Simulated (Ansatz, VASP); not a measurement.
**One calculation of AgCl, two programs**

Contents of INCAR:

```
PREC = Accurate
ENCUT = 520
EDIFF = 1E-6
ISMEAR = 0
SIGMA = 0.05
LREAL = False
LASPH = True
NELM = 100
ALGO = Normal
ISIF = 2
LWAVE = False
LCHARG = False
GGA = PS
NBANDS = 16
```

The input KPOINTS:

```
Automatic mesh
0
Gamma
  8 8 8
```

POSCAR

```
AgCl
1.0
    0.0000000000      2.8147472500      2.7315527500
    2.8147472500      0.0000000000      2.7315527500
    2.8147472500      2.8147472500      0.0000000000
Ag Cl
1 1
Direct
    0.5000000000      0.5000000000      0.5000000000
    0.0000000000      0.0000000000      0.0000000000
```

Input for Ansatz:

```yaml
crystal:
  lattice:
    - [0.0, 2.81474725, 2.73155275]
    - [2.81474725, 0.0, 2.73155275]
    - [2.81474725, 2.81474725, 0.0]
  atoms:
    - { symbol: Ag, position: [0.5, 0.5, 0.5] }
    - { symbol: Cl, position: [0.0, 0.0, 0.0] }
basis:
  ecutwfc: 420
kpoints:
  mp_grid: { grid: [8, 8, 8] }
hamiltonian:
  xc: pbesol
scf:
  occupations: { method: gaussian, width: 0.05 }
output:
  forces: true
  stress: true
  eigenvalues: true
```

Change from the starting cell: strain +0.015 along x and y, -0.015 along z, atoms carried along.

Alike in both runs: task single point; functional PBEsol; k mesh 8 × 8 × 8; occupations gaussian, width 0.05 eV; no spin polarisation.

```csv
,VASP,Ansatz
version,VASP 6.6.1,Ansatz 0.2.0
potentials or method,"VASP PAW PBE potentials, release 64 (Ag, Cl)","scalar-relativistic, plane waves, PAW"
plane-wave cutoff (eV),520,420
valence electrons in the cell,18,26
```

```csv
,VASP,Ansatz,Ansatz less VASP
gap on the k mesh at the Fermi level (eV),0.65,0.65,+0.002
least direct gap on the mesh (eV),2.98,2.98,-0.002
pressure (GPa),-3.3,-3.2,+0.10
largest component of the traceless stress (GPa),0.19,0.20,+0.009
```

The two sets of potentials don't hold the same shells in valence.

Caveats: the PAW data sets were made with another functional, which shifts forces and pressure a little (VASP). A k mesh can miss the band edges.
